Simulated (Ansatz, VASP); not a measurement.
Two plane-wave programs on Co

```
Co
1.0
    -1.39441    1.39441    1.39439
     1.39441   -1.39441    1.39439
     1.39441    1.39441   -1.39439
Co
1
Direct
  0.00000 0.00000 0.00000
```

Alike in both runs: functional r2SCAN; k mesh 8 × 8 × 8; occupations gaussian, width 0.1 eV; collinear spin.

Ansatz relaxed the structure, and its values are those at the end. VASP's run is a single point on that final structure, the one shown.

|  | VASP | Ansatz |
| --- | --- | --- |
| version | VASP 6.6.1 | Ansatz 0.2.0 |
| potentials or method | VASP PAW PBE potentials, release 64 (Co) | scalar-relativistic, plane waves, PAW |
| plane-wave cutoff (eV) | 520 | 500 |
| valence electrons in the cell | 9 | 17 |

Ansatz gave:

```
gap on the k mesh at the Fermi level (eV)                     : none
pressure (GPa)                                                : -0.3
net moment per atom (μB)                                      : 1.81
size of the moment on the site where the two differ most (μB) : 1.94
```

Which values does VASP return?

gap on the k mesh at the Fermi level (eV): none; pressure (GPa): -0.2; net moment per atom (μB): 1.81; size of the moment on the site where the two differ most (μB): 1.87.

Site moments also hang on the region over which each program counts them. A gap of «none» marks a metal or a gap that the smearing closes. The two sets of potentials don't hold the same shells in valence.

Caveats: the k mesh is coarse (spacing up to 0.40 Å⁻¹), so the values aren't converged; the PAW data sets were made with another functional, which shifts forces and pressure a little (VASP).
